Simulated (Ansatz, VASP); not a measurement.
One calculation of ZnF2, two programs

```
Zn F
1.0
     4.70480    0.00000    0.00000
     0.00000    4.70480    0.00000
     0.00000    0.00000    3.13380
Zn F
2 4
Direct
  0.50000 0.50000 0.50000
  0.00000 0.00000 0.00000
  0.80240 0.19760 0.50000
  0.69760 0.69760 0.00000
  0.19760 0.80240 0.50000
  0.30240 0.30240 0.00000
```

Alike in both runs: task single point; functional PBE; k mesh 6 × 6 × 9; occupations fermi-dirac, width 0.05 eV; no spin polarisation.

|  | VASP | Ansatz |
| --- | --- | --- |
| version | VASP 6.6.1 | Ansatz 0.2.0 |
| potentials or method | VASP PAW PBE potentials, release 64 (Zn, F) | Ansatz PAW |
| plane-wave cutoff (eV) | 520 | 420 |
| valence electrons in the cell | 52 | 52 |

Ansatz gave:

* gap on the k mesh at the Fermi level (eV): 3.55
* least direct gap on the mesh (eV): 3.55
* pressure (GPa): 5.9
* largest component of the traceless stress (GPa): 0.36
* rms of the force components (eV/Å): 0.009

Q: Which values does VASP return?

A: gap on the k mesh at the Fermi level (eV): 3.47; least direct gap on the mesh (eV): 3.47; pressure (GPa): 6.6; largest component of the traceless stress (GPa): 0.53; rms of the force components (eV/Å): 0.006.

Atom by atom the forces differ by 0.003 eV/Å (rms over components). With one functional, cell and mesh, what is left measures potentials, basis and numerics.

Caveats: an odd mesh through Γ misses points on the zone boundary, where band edges often lie (VASP); odd divisions of the mesh miss points on the zone boundary, where band edges often lie, so the gap on the mesh can be too wide (Ansatz); the pressure holds a Pulay correction of +0.8 GPa for the finite cutoff (Ansatz).
